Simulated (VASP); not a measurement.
Here is a VASP 6.6.1 calculation.

File INCAR:

```
SYSTEM = InAs
PREC = Accurate ; ENCUT = 600
EDIFF = 1E-6 ; ISMEAR = -1
SIGMA = 0.05 ; LREAL = .False.
LASPH = .True. ; NELM = 80
ALGO = Normal ; ISIF = 3
LWAVE = .False. ; LCHARG = .False.
GGA = PE ; IVDW = 13
IBRION = 2 ; NSW = 60
EDIFFG = -0.01
```

File KPOINTS:

```
regular mesh
0
Gamma
  8 8 8
  0 0 0
```

File POSCAR:

```
InAs
1.0
    0.0000000000      3.0180000000      3.0180000000
    3.0180000000      0.0000000000      3.0180000000
    3.0180000000      3.0180000000      0.0000000000
In As
1 1
Direct
    0.0000000000      0.0000000000      0.0000000000
    0.7500000000      0.7500000000      0.7500000000
```

Potentials or basis: VASP PAW PBE potentials, release 64 (In_d, As).

Run with:

```sh
$ cat potpaw_PBE.64/In_d/POTCAR potpaw_PBE.64/As/POTCAR > POTCAR
$ mpirun -np 1 vasp_std > vasp.out
```

What does it give for the space group after relaxing (to 0.05 Å)?

F-43m (No. 216).

Estimate the relaxed volume.

28.53 Å³/atom.

Estimate the relaxed cell.

a = 4.321 Å, b = 4.321 Å, c = 4.321 Å, α = 60.00°, β = 60.00°, γ = 60.00°.

Final structure:
```yaml
crystal:
  lattice:
    - [0.00000, 3.05559, 3.05559]
    - [3.05559, 0.00000, 3.05559]
    - [3.05559, 3.05559, 0.00000]
  atoms:
    - { symbol: In, position: [0.00000, 0.00000, 0.00000] }
    - { symbol: As, position: [0.75000, 0.75000, 0.75000] }
```

Caveat: pairwise dispersion overbinds metals, which lowers pressure and volume. Zero-point motion and thermal expansion aren't in these numbers.
